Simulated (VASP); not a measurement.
# TlBr (Pm-3m) in VASP: notebook

The runs below take TlBr through single point, with PBE.

Everything below comes from runs of VASP 6.6.1. Logs are shortened: lines on timing, memory, paths and dates and some standing lists are left out, and cuts for length are marked.

## Step 1: Starting point

It takes space group Pm-3m (No. 221, cubic). The conventional cell has a = 3.899 Å, b = 3.899 Å, c = 3.899 Å, α = 90.00°, β = 90.00°, γ = 90.00°. Tl (site symmetry m-3m) has 8 Br at 3.38 Å as nearest neighbours. Br (site symmetry m-3m) is surrounded by 8 Tl at 3.38 Å.

The cell was built by a generator and needn't be a form met in nature.

## Step 2: Single point, PBE

INCAR reads:

```
SYSTEM = TlBr
PREC     = Accurate       ! precision mode
ENCUT    = 520            ! plane-wave cutoff, eV
EDIFF    = 1E-6           ! SCF threshold, eV
ISMEAR   = -1             ! smearing method
SIGMA    = 0.1            ! smearing width, eV
LREAL    = .FALSE.        ! projectors in reciprocal space
LASPH    = .TRUE.         ! aspherical terms in the spheres
NELM     = 60             ! most SCF steps
ALGO     = Normal         ! electronic algorithm
ISIF     = 2              ! what is computed and relaxed
LWAVE    = .FALSE.        ! write WAVECAR
LCHARG   = .TRUE.         ! write CHGCAR
GGA      = PE             ! functional
LELF     = .TRUE.         ! ELF
LVHAR    = .TRUE.       
NBANDS   = 17             ! bands
```

KPOINTS reads:

```
Automatic mesh
0
G
  5 5 5
  0 0 0
```

POSCAR reads:

```
TlBr
1.0
    3.8991210000      0.0000000000      0.0000000000
    0.0000000000      3.8991210000      0.0000000000
    0.0000000000      0.0000000000      3.8991210000
Tl Br
1 1
Direct
    0.0000000000      0.0000000000      0.0000000000
    0.5000000000      0.5000000000      0.5000000000
```

Potentials or basis: VASP PAW PBE potentials, release 64 (Tl_d, Br).

Launch:

```sh
$ cat potpaw_PBE.64/Tl_d/POTCAR potpaw_PBE.64/Br/POTCAR > POTCAR
$ mpirun -np 1 vasp_std > vasp.out
```

OUTCAR:

```text
SYSTEM = TlBr
   PREC = Accurate
   ENCUT = 520
   EDIFF = 1E-6
   ISMEAR = -1
   LREAL = .FALSE.
   LASPH = .TRUE.
   NELM = 60
   ISIF = 2
   GGA = PE

 ion  position               nearest neighbor table
   1  0.000  0.000  0.000-   2 3.38   2 3.38   2 3.38   2 3.38   2 3.38   2 3.38   2 3.38   2 3.38

   2  0.500  0.500  0.500-   1 3.38   1 3.38   1 3.38   1 3.38   1 3.38   1 3.38   1 3.38   1 3.38

  LATTYP: Found a simple cubic cell.
 ALAT       =     3.8991210000

  Lattice vectors:

 A1 = (   3.8991210000,   0.0000000000,   0.0000000000)
 A2 = (   0.0000000000,   3.8991210000,   0.0000000000)
 A3 = (   0.0000000000,   0.0000000000,   3.8991210000)

Analysis of symmetry for initial positions (statically):
=====================================================================
 Subroutine PRICEL returns:
 Original cell was already a primitive cell.

 Routine SETGRP: Setting up the symmetry group for a
 simple cubic supercell.

 Subroutine GETGRP returns: Found 48 space group operations
 (whereof 48 operations were pure point group operations)
 out of a pool of 48 trial point group operations.

The static configuration has the point symmetry O_h .

Analysis of symmetry for dynamics (positions and initial velocities):
=====================================================================
 Subroutine PRICEL returns:
 Original cell was already a primitive cell.

 Routine SETGRP: Setting up the symmetry group for a
 simple cubic supercell.

 Subroutine GETGRP returns: Found 48 space group operations
 (whereof 48 operations were pure point group operations)
 out of a pool of 48 trial point group operations.

The dynamic configuration has the point symmetry O_h .

 Subroutine INISYM returns: Found 48 space group operations
 (whereof 48 operations are pure point group operations),
 and found     1 'primitive' translations

----------------------------------------------------------------------------------------

                                     Primitive cell

  volume of cell :      59.2789

  direct lattice vectors                    reciprocal lattice vectors
     3.899121000  0.000000000  0.000000000     0.256468060  0.000000000  0.000000000
     0.000000000  3.899121000  0.000000000     0.000000000  0.256468060  0.000000000
     0.000000000  0.000000000  3.899121000     0.000000000  0.000000000  0.256468060

  length of vectors
     3.899121000  3.899121000  3.899121000     0.256468060  0.256468060  0.256468060

  position of ions in fractional coordinates (direct lattice)
     0.000000000  0.000000000  0.000000000
     0.500000000  0.500000000  0.500000000

  ion indices of the primitive-cell ions
   primitive index   ion index
                 1           1
                 2           2

----------------------------------------------------------------------------------------

 KPOINTS: Automatic mesh

Automatic generation of k-mesh.
 Grid dimensions read from file:
 generate k-points for:    5    5    5

 Generating k-lattice:

  Cartesian coordinates                     Fractional coordinates (reciprocal lattice)
     0.051293612  0.000000000  0.000000000     0.200000000  0.000000000  0.000000000
     0.000000000  0.051293612  0.000000000     0.000000000  0.200000000  0.000000000
     0.000000000  0.000000000  0.051293612     0.000000000  0.000000000  0.200000000

  Length of vectors
     0.051293612  0.051293612  0.051293612

  Shift w.r.t. Gamma in fractional coordinates (k-lattice)
     0.000000000  0.000000000  0.000000000

 Subroutine IBZKPT returns following result:
 ===========================================

 Found     10 irreducible k-points:

 Following reciprocal coordinates:
            Coordinates               Weight
  0.000000  0.000000  0.000000      1.000000
  0.200000  0.000000  0.000000      6.000000
  0.400000  0.000000  0.000000      6.000000
  0.200000  0.200000  0.000000     12.000000
  0.400000  0.200000  0.000000     24.000000
  0.400000  0.400000  0.000000     12.000000
  0.200000  0.200000  0.200000      8.000000
  0.400000  0.200000  0.200000     24.000000
  0.400000  0.400000  0.200000     24.000000
  0.400000  0.400000  0.400000      8.000000
   k-points           NKPTS =     10   k-points in BZ     NKDIM =     10   number of bands    NBANDS=     17
   number of dos      NEDOS =    301   number of ions     NIONS =      2
   total plane-waves  NPLWV =  27000
   dimension x,y,z NGX =    30 NGY =   30 NGZ =   30
   dimension x,y,z NGXF=    60 NGYF=   60 NGZF=   60
   ions per type =               1   1
   NGX,Y,Z   is equivalent  to a cutoff of  12.79, 12.79, 12.79 a.u.
   NGXF,Y,Z  is equivalent  to a cutoff of  25.58, 25.58, 25.58 a.u.
 SYSTEM =  TlBr
   PREC   = accura    normal or accurate (medium, high low for compatibility)
   ISTART =      0    job   : 0-new  1-cont  2-samecut
   ICHARG =      2    charge: 1-file 2-atom 10-const
   ISPIN  =      1    spin polarized calculation?
   LNONCOLLINEAR =      F non collinear calculations
   LSORBIT =      F    spin-orbit coupling
   LASPH  =      T    aspherical Exc in radial PAW
   ENCUT  =  520.0 eV  38.22 Ry    6.18 a.u.   7.25  7.25  7.25*2*pi/ulx,y,z
   NELM   =     60;   NELMIN=  2; NELMDL= -5     # of ELM steps
   EDIFF  = 0.1E-05   stopping-criterion for ELM
   LREAL  =      F    real-space projection
   EDIFFG = 0.1E-04   stopping-criterion for IOM
   NSW    =      0    number of steps for IOM
   IBRION =     -1    ionic relax: 0-MD 1-quasi-New 2-CG
   NFREE  =      0    steps in history (QN), initial steepest desc. (CG)
   ISIF   =      2    stress and relaxation
   ISYM   =      2    0-nonsym 1-usesym 2-fastsym
   POTIM  = 0.5000    time-step for ionic-motion
   TEBEG  =    0.0;   TEEND  =   0.0 temperature during run
   PSTRESS=    0.0 pullay stress
   NELECT =      20.0000    total number of electrons
   NUPDOWN=      -1.0000    fix difference up-down
   EMIN   =  10.00;   EMAX   =-10.00  energy-range for DOS
   EFERMI =   0.00;   METHOD = LEGACY
   ISMEAR =    -1;   SIGMA  =   0.10  broadening in eV -4-tet -1-fermi 0-gaus
   EFERMI_NEDOS =   21; number of points for ismear=-14 and -15
   IALGO  =     38    algorithm
   IMIX   =      4    mixing-type and parameters
     AMIX     =   0.40;   BMIX     =  1.00
     AMIX_MAG =   1.60;   BMIX_MAG =  1.00
  volume/ion in A,a.u.               =      29.64       200.02
  Fermi-wavevector in a.u.,A,eV,Ry     =   1.139685  2.153692 17.672357  1.298882
  Thomas-Fermi vector in A             =   2.276388
   LORBIT       =      0    0 simple, 1 ext, 2 COOP (PROOUT), +10 PAW based schemes
   GGA     = PE    functional components
   LHFCALC =     F    Hartree Fock is set to
   AEXX    =    0.0000 exact exchange contribution
   IVDW    =     0    specifies the selected vdW correction
   LEPSILON=     F    determine dielectric tensor
   LRPA    =     F    only Hartree local field effects (RPA)
 non-spin polarized calculation
  energy-cutoff  :      520.00
  volume of cell :       59.28
 maximum number of plane-waves:      1606
 NGX is ok and might be reduce to    30
   NGX = 15   NGY = 15   NGZ = 15

 number of electron      19.9999995 magnetization

 Free energy of the ion-electron system (eV)
  ---------------------------------------------------
  ext. energy  EPLUGINS =         0.00000000
  ---------------------------------------------------
  free energy    TOTEN  =        -5.48347895 eV

  energy without entropy =       -5.48347753  energy(sigma->0) =       -5.48347824

 E-fermi :   4.0597     XC(G=0):  -9.2655

 val. band max:        2.7377133984   @ k =   0.2000   0.2000   0.2000
 cond. band min:       5.3406323589   @ k =   0.4000   0.0000   0.0000
 fundamental gap:      2.6029189605
 Fermi energy:         4.0597499976

 k-point     1 :       0.0000    0.0000    0.0000
  band No.  band energies     occupation
      1     -11.0499      2.00000
      2      -7.1759      2.00000
      3      -7.1759      2.00000
      4      -6.9646      2.00000
      5      -6.9646      2.00000
      6      -6.9646      2.00000
[... 9 lines left out ...]
     16      14.8153      0.00000
     17      16.5951      0.00000

 k-point     2 :       0.2000    0.0000    0.0000
  band No.  band energies     occupation
      1     -10.9547      2.00000
      2      -7.1713      2.00000
      3      -7.1223      2.00000
      4      -6.9912      2.00000
      5      -6.9912      2.00000
      6      -6.9622      2.00000
[... 9 lines left out ...]
     16      15.7912      0.00000
     17      16.3191      0.00000

 k-point     3 :       0.4000    0.0000    0.0000
  band No.  band energies     occupation
      1     -10.7895      2.00000
      2      -7.1638      2.00000
      3      -7.0411      2.00000
      4      -7.0335      2.00000
      5      -7.0335      2.00000
      6      -6.9584      2.00000
[... 9 lines left out ...]
     16      15.2397      0.00000
     17      16.6072      0.00000

 k-point     4 :       0.2000    0.2000    0.0000
  band No.  band energies     occupation
      1     -10.8748      2.00000
      2      -7.1438      2.00000
      3      -7.0883      2.00000
      4      -7.0027      2.00000
      5      -6.9908      2.00000
      6      -6.9830      2.00000
[... 9 lines left out ...]
     16      14.2276      0.00000
     17      14.8370      0.00000

 k-point     5 :       0.4000    0.2000    0.0000
  band No.  band energies     occupation
      1     -10.7385      2.00000
      2      -7.1288      2.00000
      3      -7.0264      2.00000
      4      -7.0170      2.00000
      5      -7.0059      2.00000
      6      -6.9798      2.00000
[... 9 lines left out ...]
     16      14.7707      0.00000
     17      15.5261      0.00000

 k-point     6 :       0.4000    0.4000    0.0000
  band No.  band energies     occupation
      1     -10.6542      2.00000
      2      -7.0969      2.00000
      3      -7.0159      2.00000
      4      -7.0130      2.00000
      5      -6.9789      2.00000
      6      -6.9288      2.00000
[... 9 lines left out ...]
     16      13.9555      0.00000
     17      14.5641      0.00000

 k-point     7 :       0.2000    0.2000    0.2000
  band No.  band energies     occupation
      1     -10.8028      2.00000
      2      -7.0847      2.00000
      3      -7.0847      2.00000
      4      -7.0138      2.00000
      5      -7.0138      2.00000
      6      -6.9812      2.00000
[... 9 lines left out ...]
     16      15.6322      0.00000
     17      16.0525      0.00000

 k-point     8 :       0.4000    0.2000    0.2000
  band No.  band energies     occupation
      1     -10.6809      2.00000
      2      -7.0783      2.00000
      3      -7.0629      2.00000
      4      -7.0152      2.00000
      5      -6.9869      2.00000
      6      -6.9836      2.00000
[... 9 lines left out ...]
     16      14.1957      0.00000
     17      16.5587      0.00000

 k-point     9 :       0.4000    0.4000    0.2000
  band No.  band energies     occupation
      1     -10.5842      2.00000
      2      -7.0700      2.00000
      3      -7.0539      2.00000
      4      -7.0299      2.00000
      5      -6.9958      2.00000
      6      -6.9265      2.00000
[... 9 lines left out ...]
     16      14.4640      0.00000
     17      16.9220      0.00000

 k-point    10 :       0.4000    0.4000    0.4000
  band No.  band energies     occupation
      1     -10.4642      2.00000
      2      -7.1170      2.00000
      3      -7.1170      2.00000
      4      -7.0688      2.00000
      5      -6.9234      2.00000
      6      -6.9234      2.00000
[... 9 lines left out ...]
     16      15.3078      0.00000
     17      19.5120      0.00000

------------------------ aborting loop because EDIFF is reached ----------------------------------------

  FORCE on cell =-STRESS in cart. coord.  units (eV):
  Direction    XX          YY          ZZ          XY          YZ          ZX
  --------------------------------------------------------------------------------------
  -------------------------------------------------------------------------------------
  Total        1.1153288      1.1153288      1.1153288      0.0000000      0.0000000      0.0000000
  in kB       30.1448663     30.1448663     30.1448663      0.0000000      0.0000000      0.0000000
  external PRESSURE =      30.1448663 kB  Pullay stress =       0.0000000 kB

 VOLUME and BASIS-vectors are now :
 -----------------------------------------------------------------------------
  energy-cutoff  :      520.00
  volume of cell :       59.28
      direct lattice vectors                 reciprocal lattice vectors
     3.899121000  0.000000000  0.000000000     0.256468060  0.000000000  0.000000000
     0.000000000  3.899121000  0.000000000     0.000000000  0.256468060  0.000000000
     0.000000000  0.000000000  3.899121000     0.000000000  0.000000000  0.256468060

 POSITION                                       TOTAL-FORCE (eV/Angst)
 -----------------------------------------------------------------------------------
      0.00000      0.00000      0.00000         0.000000      0.000000      0.000000
      1.94956      1.94956      1.94956         0.000000      0.000000      0.000000
 -----------------------------------------------------------------------------------
    total drift:                                0.000000     -0.000000     -0.000000

  FREE ENERGIE OF THE ION-ELECTRON SYSTEM (eV)
  ---------------------------------------------------
  free  energy   TOTEN  =        -5.4834789506 eV

  energy  without entropy=       -5.4834775322  energy(sigma->0) =       -5.48347824
```

It took 11 s on 1 thread of Intel Xeon 6975P-C (Granite Rapids), shared host; peak memory 0.15 GiB.

Results:

```yaml
Free_energy: -5.4835 eV
Pressure: 3.0 GPa
Band_gap_on_the_k_mesh: 2.60 eV, indirect (least direct gap 2.61 eV)
```

Caveat: spin-orbit coupling is left out, which as a rule narrows the gap of such compounds by several tenths of an eV; an odd mesh through Γ misses points on the zone boundary, where band edges often lie. A hybrid or GW would open this gap; PBE tends to underestimate it.

## Step 3: Single point, PBE

INCAR reads:

```
PREC     = Accurate       # precision mode
ENCUT    = 520            # plane-wave cutoff, eV
EDIFF    = 1E-6           # SCF threshold, eV
ISMEAR   = -1             # smearing method
SIGMA    = 0.1            # smearing width, eV
LREAL    = False          # projectors in reciprocal space
LASPH    = True           # aspherical terms in the spheres
NELM     = 60             # most SCF steps
ALGO     = Normal         # electronic algorithm
ISIF     = 2              # what is computed and relaxed
LWAVE    = False          # write WAVECAR
LCHARG   = True           # write CHGCAR
GGA      = PE             # functional
LELF     = True           # ELF
LVHAR    = True         
NBANDS   = 17             # bands
```

KPOINTS reads:

```
Automatic mesh
0
Gamma
  5 5 5
  0.5 0.5 0.5
```

POSCAR is that of step 2.

Potentials or basis: VASP PAW PBE potentials, release 64 (Tl_d, Br).

Launch:

```sh
$ cat potpaw_PBE.64/Tl_d/POTCAR potpaw_PBE.64/Br/POTCAR > POTCAR
$ mpirun -np 1 vasp_std > vasp.out
```

Wall time 11 s (1 thread of Intel Xeon 6975P-C (Granite Rapids), shared host); peak memory 0.15 GiB.

It converged, with:

```yaml
Free_energy: -5.4847 eV
Pressure: 3.0 GPa
Band_gap_on_the_k_mesh: 2.27 eV, indirect (least direct gap 2.82 eV)
```

Levels at points of the mesh, in eV from the valence-band top:
| k point | band 8 | band 9 | band 10 | band 11 | band 12 | band 13 |
| --- | --- | --- | --- | --- | --- | --- |
| (0.50, 0.50, 0.50) | -1.85 | -1.85 | -1.85 | 2.27 | 2.27 | 2.27 |

Caveat: spin-orbit coupling is left out, which as a rule narrows the gap of such compounds by several tenths of an eV.

## Step 4: Single point, PBE, non-collinear spin, zero start, spin-orbit coupling

INCAR reads:

```
PREC     = Accurate       # precision mode
ENCUT    = 520            # plane-wave cutoff, eV
EDIFF    = 1E-6           # SCF threshold, eV
ISMEAR   = -1             # smearing method
SIGMA    = 0.1            # smearing width, eV
LREAL    = F              # projectors in reciprocal space
LASPH    = T              # aspherical terms in the spheres
NELM     = 150            # most SCF steps
ALGO     = Fast           # electronic algorithm
ISIF     = 2              # what is computed and relaxed
LWAVE    = F              # write WAVECAR
LCHARG   = F              # write CHGCAR
MAGMOM   = 0 0 0 0 0 0    # initial moments
LORBIT   = 11             # projections on sites
LSORBIT  = T              # spin-orbit coupling
GGA_COMPAT= F            
LORBMOM  = T            
GGA      = PE             # functional
NBANDS   = 32             # bands
```

KPOINTS reads:

```
regular mesh
0
Gamma
  5 5 5
```

POSCAR is that of step 3.

Launch:

```sh
$ cat potpaw_PBE.64/Tl_d/POTCAR potpaw_PBE.64/Br/POTCAR > POTCAR
$ mpirun -np 1 vasp_ncl > vasp.out
```

It took 39 s on 1 thread of Intel Xeon 6975P-C (Granite Rapids), shared host; peak memory 0.26 GiB.

It converged, with:

| Quantity | Value |
| --- | --- |
| Free energy | -5.7020 eV |
| Pressure | 2.9 GPa |
| Net moment | 0.00 μB per cell |
| Valence electrons inside the program's atomic spheres | Tl 11.13; Br 4.86 |

Moments on the atoms (μB; x, y, z):
```
Tl  0.00 0.00 0.00
Br  0.00 0.00 0.00
```

## Step 5: Summary

```csv
spin,k mesh,gap on the mesh (eV),pressure (GPa)
off,5 × 5 × 5,2.60,3.0
off,"5 × 5 × 5, shifted",2.27,3.0
"non-collinear, zero start, SOC",5 × 5 × 5,-,2.9
```

Alike in all rows: task single point; level PBE; potentials or basis VASP PAW PBE potentials, release 64 (Tl_d, Br); cell as given; cutoff (eV) 520; smearing fermi-dirac 0.1 eV.

Caveats: spin-orbit coupling is left out, which as a rule narrows the gap of such compounds by several tenths of an eV (some runs); an odd mesh through Γ misses points on the zone boundary, where band edges often lie (some runs).

Total energies depend on the potentials used, so only differences within one code and one set of settings carry meaning.
